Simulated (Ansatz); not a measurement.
**W: the crystal squeezed far**

Aim: compress W (fcc type) step by step, far beyond the usual range, and follow pressure and electronic structure. The runs shown use LAPW, crystal datasets and norm-conserving. Companion runs by PAW are cited. Its runs: the reference run (LAPW); volume scaled by 1 (crystal datasets and norm-conserving); volume scaled by 0.88 (LAPW and norm-conserving); volume scaled by 0.78 (LAPW and norm-conserving); volume scaled by 0.68 (LAPW and crystal datasets); volume scaled by 0.58 (LAPW); volume scaled by 0.5 (LAPW and norm-conserving); volume scaled by 0.43 (LAPW, crystal datasets and norm-conserving).

This is W in the fcc structure; at room conditions it is bcc.

Computed with Ansatz 0.2.0 (DFT PBE, with the methods named in each step, unless a step's input says otherwise).

**1. Starting point**

It takes space group Fm-3m (No. 225, cubic). The conventional cell has a = 4.038 Å, b = 4.038 Å, c = 4.038 Å, α = 90.00°, β = 90.00°, γ = 90.00°. Around W (site symmetry m-3m) lie 12 W at 2.86 Å.

As a file:

```
CELL_PARAMETERS angstrom
0.00000 2.01888 2.01888
2.01888 0.00000 2.01888
2.01888 2.01888 0.00000
ATOMIC_POSITIONS crystal
W 0.00000 0.00000 0.00000
```

Whether this phase is the stable one at these pressures isn't tested.

**2. The reference volume, LAPW**

Contents of input.yaml:

```yaml
crystal:
  lattice:
    - [0.0, 2.0188796853, 2.0188796853]
    - [2.0188796853, 0.0, 2.0188796853]
    - [2.0188796853, 2.0188796853, 0.0]
  atoms:
    - { symbol: W, position: [0.0, 0.0, 0.0] }
kpoints:
  mp_grid: { grid: [18, 18, 18] }
  band_path:
    path:
      - [0.0, 0.0, 0.0]
      - [0.5, 0.0, 0.5]
      - [0.625, 0.25, 0.625]
      - [0.375, 0.375, 0.75]
      - [0.0, 0.0, 0.0]
      - [0.5, 0.5, 0.5]
      - [0.5, 0.25, 0.75]
      - [0.5, 0.0, 0.5]
    npoints: 14
scf:
  occupations: { method: fermi_dirac, width: 0.1 }
hamiltonian:
  xc: pbe
  pseudopotentials: { kind: all_electron, lapw: { basis_error: 0.001 } }
output:
  forces: true
  stress: true
  eigenvalues: true
  populations: true
  dos: { projected: true, de: 0.2, e_range: [-14, 8] }
```

Command:

```
$ ansatz run input.yaml --threads 1 --pin off --max-ram 2048MiB --backend cpu --events-out ev --progress --plain --runs-dir out
```

Standard output:

```text
W: projections on atomic orbitals take those of the free atom 1s2 2s2 2p6 3s2 3p6 3d10 4s2 4p6 4d10 4f14 5s2 5p6 5d4 6s2, of charge +0.00 (hamiltonian.pseudopotentials.projection_atoms)
LAPW: plane waves up to 8.207 Å⁻¹, error target 1.0e-3 eV per atom; small_component_spin mean_spin; W in spheres of 1.428 Å, 38 of its electrons in bands, Dirac shells []
Engine: ansatz 0.2.0
Pseudopotentials: kind: all_electron
Pseudopotential: W, LAPW, valence charge 38, Koelling and Harmon's equation, gaussian nucleus
Functional definition: PBE
  parameter kappa = 0.804
  parameter beta = 0.06672455060314922
  exchange = pbe_x(kappa = kappa, mu = beta*pi^2/3)
  correlation = pbe_c(beta = beta)
Crystal: 1 atoms, lattice volume = 16.457 Å³
Basis set: ecut = 256.6297083036794 eV, 169 PW (Γ), exchange–correlation at level 2
Bands: 23, of which v1, the nominal top of the filled ones, is band 19 counted from 1 (18 counted from 0)
Symmetry: 48 space group operations
Space group: Fm-3m (ITA 225), of the structure as read, at distance tolerance 2.5e-5 Å
k-points: 195 of 5832
Non-local potential: W, projectors of the file, none
Initial density: superposition of atomic densities (chi_scale 0.1, normalization cell)
Initial wavefunctions: plane waves of lowest kinetic energy (no species holds an atomic orbital)
Functional: x = pbe(κ = 0.804, μ = 0.2195149727645171), c = pbe(β = 0.06672455060314922)
iter 1 solved again at ethr=2.12e-4 eV; its pass at ethr=1.00e-1 eV (dr2=8.04e-2 eV) is discarded
SCF iter   1: F=—  HF=-439201.948919 eV  |F-HF|=—  |Δ(HF+E_count)|=         —  Δρ=3.06e-2  dr2=8.10e-2  ethr=2.12e-4  ⟨swp⟩=2.9  Hψ=28376  notcnv=0
preconditioner: auto → Kerker (q_TF=auto, 3.137 Å⁻¹)  [metal: Δε(μ)=0.011 eV  Ē_g=29.350 eV  σ=0.100 eV  W_gap=0.03  n_scr=14 (ndim 8)  ℏωp=46.7 eV  f_vac=0.000  D(μ)=1.19/eV (n_scr^D=14)]
SCF iter   2: F=—  HF=-439201.773908 eV  |F-HF|=—  |Δ(HF+E_count)|=   1.75e-1  Δρ=1.54e-2  dr2=2.48e-2  ethr=2.12e-4  ⟨swp⟩=2.0  Hψ=13661  notcnv=0
SCF iter   3: F=—  HF=-439201.761220 eV  |F-HF|=—  |Δ(HF+E_count)|=   1.27e-2  Δρ=9.80e-3  dr2=1.13e-2  ethr=6.52e-5  ⟨swp⟩=2.0  Hψ=13343  notcnv=0
SCF iter   4: F=—  HF=-439201.757648 eV  |F-HF|=—  |Δ(HF+E_count)|=         —  Δρ=5.54e-3  dr2=4.13e-3  ethr=2.97e-5  ⟨swp⟩=2.0  Hψ=13343  notcnv=0
the basis was enlarged: its passes take 166.0 KiB over the memory plan, 1 of 1 planned eigensolver slots
iter 5 solved again at ethr=9.07e-7 eV; its pass at ethr=1.09e-5 eV (dr2=3.45e-4 eV) is discarded
SCF iter   5: F=—  HF=-439201.757776 eV  |F-HF|=—  |Δ(HF+E_count)|=   1.28e-4  Δρ=1.45e-3  dr2=3.44e-4  ethr=9.07e-7  ⟨swp⟩=2.0  Hψ=22521  notcnv=0
SCF iter   6: F=—  HF=-439201.757814 eV  |F-HF|=—  |Δ(HF+E_count)|=   3.74e-5  Δρ=3.36e-4  dr2=1.60e-5  ethr=9.05e-7  ⟨swp⟩=2.0  Hψ=13343  notcnv=0
SCF iter   7: F=—  HF=-439201.757813 eV  |F-HF|=—  |Δ(HF+E_count)|=   3.44e-7  Δρ=9.20e-5  dr2=1.46e-6  ethr=4.22e-8  ⟨swp⟩=2.0  Hψ=13343  notcnv=0
SCF iter   8: F=-439201.757813 eV  HF=-439201.757813 eV  |F-HF|=1.42e-8  |Δ(HF+E_count)|=   1.98e-7  Δρ=2.15e-5  dr2=6.77e-8  ethr=3.84e-9  ⟨swp⟩=2.0  Hψ=13344  notcnv=0
SCF 1 converged in 8 iterations: F = -439201.757813 eV  dr2 = 6.77e-8
NSCF: frozen V_eff on 99 k-points
SCF converged after 8 iterations
Free energy (F): -439201.757813 eV
Harris-Foulkes:  -439201.757813 eV  (|F-HF|=1.42e-8)
Internal energy: -439201.717990 eV  (E = F + TS)
E sigma→0 (E₀):  -439201.737901 eV
Entropy (-TS):   -0.039824 eV (-39.824 meV/atom)
Fermi energy:    27.523554 eV
--- Per-component energies (eV) ---
  E_band       = -2059.399994
  E_kinetic    = 491883.354033
  E_xc         = -8832.906051
  E_electrostatic = -922252.165972  (all electrons and nuclei)
  E_smearing   = -0.039824  (= −TS)
  E_closure    = 0.000000  (closes the sum)
  E_atoms      = -439190.788623  (free atoms, spherical and without spin; not in F)
  Σ components = -439201.757813   (vs F -439201.757813, Δ=0.00e0)
  Basis errors (estimates in eV, not in F): energy 2.3e-4 per atom: plane waves 1.8e-4 (9.2e-5 summed), levels above the bands 6.3e-50, relativity 7.2e-8, radial functions 4.4e-5, core shells 6.9e-7; eigenvalues (radial functions only) 3.7e-6; not estimated: angular momenta, meshes, grids; target (lapw.basis_error) 1.0e-3; muffin-tin radii W 1.428 Å
--- Forces (eV/Å), atoms counted from 1 ---
  atom   1  W      0.00000000    -0.00000000    -0.00000000
  max |Σ_I F_I| component: 5.14e-32 eV/Å
--- Stress (GPa, compression-positive) ---
        0.076856       0.000000      -0.000000
        0.000000       0.076856      -0.000000
       -0.000000      -0.000000       0.076856
  P = ⅓ Tr σ = 0.0769 GPa (0.769 kbar)
--- Band table (eV; the first three rows and the last of 195) ---
  k-point 0: bands = ["-205.1092", "-205.1092", "-205.0858", "-205.0858", "-205.0858", "-46.0852", "-9.7624", "-9.7624", "-9.7624", "-0.2840", "-0.2840", "-0.2840", "-0.2695", "-0.2340", "-0.2340", "-0.2340", "18.5430", "26.9535", "26.9535", "26.9535", "30.0707", "30.0707", "40.2765"]
  k-point 1: bands = ["-205.1092", "-205.1092", "-205.0858", "-205.0858", "-205.0858", "-46.0820", "-9.7991", "-9.7671", "-9.7671", "-0.2842", "-0.2834", "-0.2834", "-0.2686", "-0.2352", "-0.2352", "-0.2340", "18.6787", "26.8483", "27.0177", "27.0177", "30.0118", "30.0118", "40.5481"]
  k-point 2: bands = ["-205.1092", "-205.1092", "-205.0858", "-205.0858", "-205.0858", "-46.0729", "-9.9040", "-9.7805", "-9.7805", "-0.2848", "-0.2816", "-0.2816", "-0.2660", "-0.2386", "-0.2386", "-0.2338", "19.0714", "26.5765", "27.1851", "27.1851", "29.8792", "29.8792", "41.2771"]
  k-point 194: bands = ["-205.1092", "-205.1092", "-205.0858", "-205.0858", "-205.0858", "-45.9449", "-10.5666", "-10.4531", "-10.1906", "-0.2715", "-0.2687", "-0.2676", "-0.2669", "-0.2657", "-0.2640", "-0.2305", "23.7176", "25.0074", "26.0509", "28.9270", "33.2777", "37.6856", "37.7594"]
--- Löwdin populations: 1 site ---
  site symbol       q [e]
     0      W     73.8739
  spilling = 0.001704 (of n_electrons = 74.000000)
```

It took 24 s on 1 thread of Arm Neoverse V2, shared host; peak memory 0.4 GiB.

This run gives: pressure 0.08 GPa; no gap.

At the corners of the path (eV, zero at the Fermi level):

| point | band 16 | band 17 | band 18 | band 19 | band 20 | band 21 | band 22 |
| --- | --- | --- | --- | --- | --- | --- | --- |
| Γ | -27.76 | -8.98 | -0.57 | -0.57 | -0.57 | 2.55 | 2.55 |
| X | -27.75 | -5.47 | -4.51 | 3.04 | 4.99 | 5.74 | 5.74 |
| U | -27.75 | -4.34 | -3.28 | -0.13 | 2.61 | 4.63 | 7.63 |
| K | -27.75 | -4.34 | -3.28 | -0.13 | 2.61 | 4.63 | 7.63 |
| Γ | -27.76 | -8.98 | -0.57 | -0.57 | -0.57 | 2.55 | 2.55 |
| L | -27.76 | -5.59 | -0.79 | -0.79 | 0.63 | 5.02 | 5.02 |
| W | -27.75 | -3.73 | -2.02 | -2.02 | 1.27 | 5.75 | 10.15 |
| X | -27.75 | -5.47 | -4.51 | 3.04 | 4.99 | 5.74 | 5.74 |

States per cell in windows of 1 eV (zero at the Fermi level; grid of 0.20 eV, so sharp peaks spill over the borders):

| from | to | total | W 5d | W 6s |
| --- | --- | --- | --- | --- |
| -10 | -9 | 0.00 | 0.00 | 0.00 |
| -9 | -8 | 0.03 | 0.00 | 0.03 |
| -8 | -7 | 0.08 | 0.00 | 0.07 |
| -7 | -6 | 0.14 | 0.02 | 0.12 |
| -6 | -5 | 0.43 | 0.22 | 0.20 |
| -5 | -4 | 0.88 | 0.67 | 0.19 |
| -4 | -3 | 0.88 | 0.80 | 0.06 |
| -3 | -2 | 0.95 | 0.90 | 0.02 |
| -2 | -1 | 1.19 | 1.07 | 0.08 |
| -1 | 0 | 1.28 | 1.12 | 0.09 |
| 0 | 1 | 0.94 | 0.84 | 0.04 |
| 1 | 2 | 0.93 | 0.86 | 0.03 |
| 2 | 3 | 0.72 | 0.67 | 0.02 |
| 3 | 4 | 0.69 | 0.65 | 0.02 |
| 4 | 5 | 1.03 | 0.97 | 0.03 |

**3. Volume scaled by 1, crystal datasets**

Contents of input.yaml:

```yaml
crystal:
  lattice:
    - [0.0, 2.0188796853, 2.0188796853]
    - [2.0188796853, 0.0, 2.0188796853]
    - [2.0188796853, 2.0188796853, 0.0]
  atoms:
    - { symbol: W, position: [0.0, 0.0, 0.0] }
kpoints:
  mp_grid: { grid: [18, 18, 18] }
scf:
  occupations: { method: fermi_dirac, width: 0.1 }
hamiltonian:
  xc: pbe
  pseudopotentials: { kind: all_electron, datasets: crystal }
output:
  forces: true
  stress: true
  eigenvalues: true
```

Command:

```
$ ansatz run input.yaml --threads 1 --pin off --max-ram 2048MiB --backend cpu --events-out ev --progress --plain --runs-dir out
```

Standard output, cut to the lines that bear on the results:

```text
[...]
[... 1 set-up line as earlier in the session ...]
Pseudopotential: W, paw, valence charge 28, recommended cutoff 300 eV (normal), Koelling and Harmon's equation, gaussian nucleus
[... 1 set-up line as earlier in the session ...]
[...]
Crystal: 1 atoms, lattice volume = 16.457 Å³
Basis set: ecut = 300 eV, 181 PW (Γ), exchange–correlation on 36×36×36 points (8 copies of the dense FFT grid, shifted against one another)
[...]
  atom   1  W      0.00000000     0.00000000    -0.00000000
[...]
--- Stress (GPa, compression-positive) ---
        0.076008       0.000000       0.000000
       -0.000000       0.076008      -0.000000
       -0.000000       0.000000       0.076008
  P = ⅓ Tr σ = 0.0760 GPa (0.760 kbar)
  It holds what live shells' own plane waves past their cutoff add
--- Band table (eV; the first three rows and the last of 195) ---
  k-point 0: bands = ["18.5430", "26.9535", "26.9535", "26.9535", "30.0707", "30.0707"]
[...]
```

Run time: 6.7 s. Hardware: 1 thread of Arm Neoverse V2, shared host; peak memory 0.41 GiB.

Read from it: pressure 0.08 GPa; no gap.

**4. Volume scaled by 1, norm-conserving**

input.yaml, as its differences from that of step 3:

```diff
@@ -13,3 +13,3 @@
   xc: pbe
-  pseudopotentials: { kind: all_electron, datasets: crystal }
+  pseudopotentials: { kind: nc }
 output:
```

Command:

```
$ ansatz run input.yaml --threads 1 --pin off --max-ram 2048MiB --backend cpu --events-out ev --progress --plain --runs-dir out
```

Standard output, cut to the lines that bear on the results:

```text
[...]
Pseudopotentials: kind: nc
Pseudopotential: W, nc, valence charge 14, recommended cutoff 1006.821291 eV (normal), W.nc.azcp (PseudoDojo's, or run here from an input of PseudoDojo's: the run reads no file of this project's for it)
[... 1 set-up line as earlier in the session ...]
[...]
Crystal: 1 atoms, lattice volume = 16.457 Å³
[...]
  atom   1  W     -0.00000000    -0.00000000    -0.00000000
[...]
--- Stress (GPa, compression-positive) ---
        0.071960       0.000000       0.000000
        0.000000       0.071960       0.000000
        0.000000       0.000000       0.071960
  P = ⅓ Tr σ = 0.0720 GPa (0.720 kbar)
--- Band table (eV; the first three rows and the last of 195) ---
  k-point 0: bands = ["-52.5365", "-16.1701", "-16.1701", "-16.1701", "12.1648", "20.5880", "20.5880", "20.5880", "23.7038", "23.7038", "33.9196"]
[...]
```

Wall time 6.5 s (1 thread of Arm Neoverse V2, shared host); peak memory 0.33 GiB.

In short: pressure 0.07 GPa; no gap.

**5. Volume scaled by 0.88, LAPW**

Contents of input.yaml:

```yaml
crystal:
  lattice:
    - [0.0, 1.9346600426, 1.9346600426]
    - [1.9346600426, 0.0, 1.9346600426]
    - [1.9346600426, 1.9346600426, 0.0]
  atoms:
    - { symbol: W, position: [0.0, 0.0, 0.0] }
kpoints:
  mp_grid: { grid: [18, 18, 18] }
  band_path:
    path:
      - [0.0, 0.0, 0.0]
      - [0.5, 0.0, 0.5]
      - [0.625, 0.25, 0.625]
      - [0.375, 0.375, 0.75]
      - [0.0, 0.0, 0.0]
      - [0.5, 0.5, 0.5]
      - [0.5, 0.25, 0.75]
      - [0.5, 0.0, 0.5]
    npoints: 8
scf:
  occupations: { method: fermi_dirac, width: 0.1 }
hamiltonian:
  xc: pbe
  pseudopotentials: { kind: all_electron, lapw: { basis_error: 0.001 } }
output:
  forces: true
  stress: true
  eigenvalues: true
  populations: true
  dos: { projected: true, de: 0.2, e_range: [-14, 8] }
```

Command:

```
$ ansatz run input.yaml --threads 1 --pin off --max-ram 2048MiB --backend cpu --events-out ev --progress --plain --runs-dir out
```

Standard output, cut to the lines that bear on the results:

```text
W: projections on atomic orbitals take those of the free atom 1s2 2s2 2p6 3s2 3p6 3d10 4s2 4p6 4d10 4f14 5s2 5p6 5d4 6s2, of charge +0.00 (hamiltonian.pseudopotentials.projection_atoms)
LAPW: plane waves up to 8.685 Å⁻¹, error target 1.0e-3 eV per atom; small_component_spin mean_spin; W in spheres of 1.368 Å, 44 of its electrons in bands, Dirac shells []
[...]
[... 1 set-up line as earlier in the session ...]
[...]
  atom   1  W      0.00000000    -0.00000000     0.00000000
[...]
--- Stress (GPa, compression-positive) ---
       46.377439       0.000000       0.000000
        0.000000      46.377439      -0.000000
        0.000000      -0.000000      46.377439
  P = ⅓ Tr σ = 46.3774 GPa (463.774 kbar)
--- Band table (eV; the first three rows and the last of 195) ---
[... band rows left out ...]
[...]
--- Löwdin populations: 1 site ---
  site symbol       q [e]
     0      W     73.9054
  spilling = 0.001278 (of n_electrons = 74.000000)
```

It took 27 s on 1 thread of Arm Neoverse V2, shared host; peak memory 0.43 GiB.

Read from it: pressure 46.38 GPa; no gap.

**6. Volume scaled by 0.88, norm-conserving**

Contents of input.yaml:

```yaml
crystal:
  lattice:
    - [0.0, 1.9346600426, 1.9346600426]
    - [1.9346600426, 0.0, 1.9346600426]
    - [1.9346600426, 1.9346600426, 0.0]
  atoms:
    - { symbol: W, position: [0.0, 0.0, 0.0] }
kpoints:
  mp_grid: { grid: [18, 18, 18] }
scf:
  occupations: { method: fermi_dirac, width: 0.1 }
hamiltonian:
  xc: pbe
  pseudopotentials: { kind: nc }
output:
  forces: true
  stress: true
  eigenvalues: true
```

Command:

```
$ ansatz run input.yaml --threads 1 --pin off --max-ram 2048MiB --backend cpu --events-out ev --progress --plain --runs-dir out
```

Standard output, cut to the lines that bear on the results:

```text
[...]
[... 3 set-up lines as earlier in the session ...]
[...]
Crystal: 1 atoms, lattice volume = 14.483 Å³
[...]
  atom   1  W     -0.00000000    -0.00000000     0.00000000
[...]
--- Stress (GPa, compression-positive) ---
       46.730954       0.000000       0.000000
        0.000000      46.730954      -0.000000
        0.000000       0.000000      46.730954
  P = ⅓ Tr σ = 46.7310 GPa (467.310 kbar)
--- Band table (eV; the first three rows and the last of 195) ---
  k-point 0: bands = ["-49.0269", "-12.4531", "-12.4531", "-12.4531", "14.8076", "23.6878", "23.6878", "23.6878", "27.4200", "27.4200", "37.3542"]
[...]
```

It took 5.3 s on 1 thread of Arm Neoverse V2, shared host; peak memory 0.32 GiB.

In short: pressure 46.73 GPa; no gap.

**7. Volume scaled by 0.78, LAPW**

Contents of input.yaml:

```yaml
crystal:
  lattice:
    - [0.0, 1.8584118766, 1.8584118766]
    - [1.8584118766, 0.0, 1.8584118766]
    - [1.8584118766, 1.8584118766, 0.0]
  atoms:
    - { symbol: W, position: [0.0, 0.0, 0.0] }
kpoints:
  mp_grid: { grid: [18, 18, 18] }
scf:
  occupations: { method: fermi_dirac, width: 0.1 }
hamiltonian:
  xc: pbe
  pseudopotentials: { kind: all_electron, lapw: { basis_error: 0.001 } }
output:
  forces: true
  stress: true
  eigenvalues: true
  populations: true
```

Command:

```
$ ansatz run input.yaml --threads 1 --pin off --max-ram 2048MiB --backend cpu --events-out ev --progress --plain --runs-dir out
```

Standard output, cut to the lines that bear on the results:

```text
W: projections on atomic orbitals take those of the free atom 1s2 2s2 2p6 3s2 3p6 3d10 4s2 4p6 4d10 4f14 5s2 5p6 5d4 6s2, of charge +0.00 (hamiltonian.pseudopotentials.projection_atoms)
LAPW: plane waves up to 9.161 Å⁻¹, error target 1.0e-3 eV per atom; small_component_spin mean_spin; W in spheres of 1.314 Å, 44 of its electrons in bands, Dirac shells []
[...]
[... 1 set-up line as earlier in the session ...]
[...]
  atom   1  W      0.00000000     0.00000000     0.00000000
[...]
--- Stress (GPa, compression-positive) ---
      113.044086       0.000000       0.000000
        0.000000     113.044086      -0.000000
        0.000000      -0.000000     113.044086
  P = ⅓ Tr σ = 113.0441 GPa (1130.441 kbar)
--- Band table (eV; the first three rows and the last of 195) ---
[... band rows left out ...]
[...]
--- Löwdin populations: 1 site ---
  site symbol       q [e]
     0      W     73.9292
  spilling = 0.000956 (of n_electrons = 74.000000)
```

Run time: 22 s. Hardware: 1 thread of Arm Neoverse V2, shared host; peak memory 0.44 GiB.

This run gives: pressure 113.04 GPa; no gap.

**8. Volume scaled by 0.78, norm-conserving**

input.yaml, as its differences from that of step 7:

```diff
@@ -13,3 +13,3 @@
   xc: pbe
-  pseudopotentials: { kind: all_electron, lapw: { basis_error: 0.001 } }
+  pseudopotentials: { kind: nc }
 output:
@@ -18,2 +18 @@
   eigenvalues: true
-  populations: true
```

Command:

```
$ ansatz run input.yaml --threads 1 --pin off --max-ram 2048MiB --backend cpu --events-out ev --progress --plain --runs-dir out
```

Standard output, cut to the lines that bear on the results:

```text
[...]
[... 3 set-up lines as earlier in the session ...]
[...]
Crystal: 1 atoms, lattice volume = 12.837 Å³
[...]
  atom   1  W     -0.00000000     0.00000000     0.00000000
[...]
--- Stress (GPa, compression-positive) ---
      114.045109       0.000000       0.000000
        0.000000     114.045109       0.000000
        0.000000       0.000000     114.045109
  P = ⅓ Tr σ = 114.0451 GPa (1140.451 kbar)
--- Band table (eV; the first three rows and the last of 195) ---
  k-point 0: bands = ["-45.4556", "-8.5694", "-8.5694", "-8.5694", "17.7235", "26.8963", "26.8963", "26.8963", "31.2972", "31.2972", "40.8994"]
[...]
```

Wall time 4.8 s (1 thread of Arm Neoverse V2, shared host); peak memory 0.31 GiB.

This run gives: pressure 114.05 GPa; no gap.

**9. Volume scaled by 0.68, LAPW**

Contents of input.yaml:

```yaml
crystal:
  lattice:
    - [0.0, 1.775334021, 1.775334021]
    - [1.775334021, 0.0, 1.775334021]
    - [1.775334021, 1.775334021, 0.0]
  atoms:
    - { symbol: W, position: [0.0, 0.0, 0.0] }
kpoints:
  mp_grid: { grid: [18, 18, 18] }
scf:
  occupations: { method: fermi_dirac, width: 0.1 }
hamiltonian:
  xc: pbe
  pseudopotentials: { kind: all_electron, lapw: { basis_error: 0.001 } }
output:
  forces: true
  stress: true
  eigenvalues: true
  populations: true
```

Command:

```
$ ansatz run input.yaml --threads 1 --pin off --max-ram 2048MiB --backend cpu --events-out ev --progress --plain --runs-dir out
```

Standard output, cut to the lines that bear on the results:

```text
W: projections on atomic orbitals take those of the free atom 1s2 2s2 2p6 3s2 3p6 3d10 4s2 4p6 4d10 4f14 5s2 5p6 5d4 6s2, of charge +0.00 (hamiltonian.pseudopotentials.projection_atoms)
LAPW: plane waves up to 9.732 Å⁻¹, error target 1.0e-3 eV per atom; small_component_spin mean_spin; W in spheres of 1.255 Å, 44 of its electrons in bands, Dirac shells []
[...]
[... 1 set-up line as earlier in the session ...]
[...]
--- Forces (eV/Å), atoms counted from 1 ---
  atom   1  W     -0.00000000    -0.00000000    -0.00000000
[...]
--- Stress (GPa, compression-positive) ---
      226.584312       0.000000       0.000000
        0.000000     226.584312       0.000000
        0.000000       0.000000     226.584312
  P = ⅓ Tr σ = 226.5843 GPa (2265.843 kbar)
--- Band table (eV; the first three rows and the last of 195) ---
[...]
--- Löwdin populations: 1 site ---
  site symbol       q [e]
     0      W     73.9457
  spilling = 0.000733 (of n_electrons = 74.000000)
```

Run time: 25 s. Hardware: 1 thread of Arm Neoverse V2, shared host; peak memory 0.44 GiB.

Result: pressure 226.58 GPa; no gap.

[end of part 1 of 2]
